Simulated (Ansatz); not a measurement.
Crystal: P.

```
CELL_PARAMETERS angstrom
2.42469 0.00000 0.00000
0.00000 2.43854 0.00000
-0.02031 0.00000 4.85243
ATOMIC_POSITIONS crystal
P 0.00000 0.00000 0.74943
P 0.00000 0.00000 0.25057
```

This isn't the form of P at room conditions, which is orthorhombic.

Base run:

| Item | Value |
| --- | --- |
| Program | Ansatz 0.2.0 |
| Functional | LDA |
| Potentials or basis | all-electron LAPW, scalar-relativistic |
| Cutoff | 191 eV (chosen from the basis error) |
| Basis error allowed | 0.001 eV/atom |
| k mesh | 11 × 11 × 6 |
| Occupations | gaussian, width 0.05 eV |
| Spin | no spin polarisation |

Its results: band gap on the k mesh none (metal or under the smearing width); pressure -2.8 GPa; largest force 0.011 eV/Å.

Question: The run is repeated on the same cell with these changes: functional from LDA to RPBE; occupations from gaussian, width 0.05 eV to gaussian, width 0.02 eV. What comes out?

Answer: Band gap on the k mesh none (metal or under the smearing width); pressure 3.9 GPa; largest force 0.025 eV/Å.
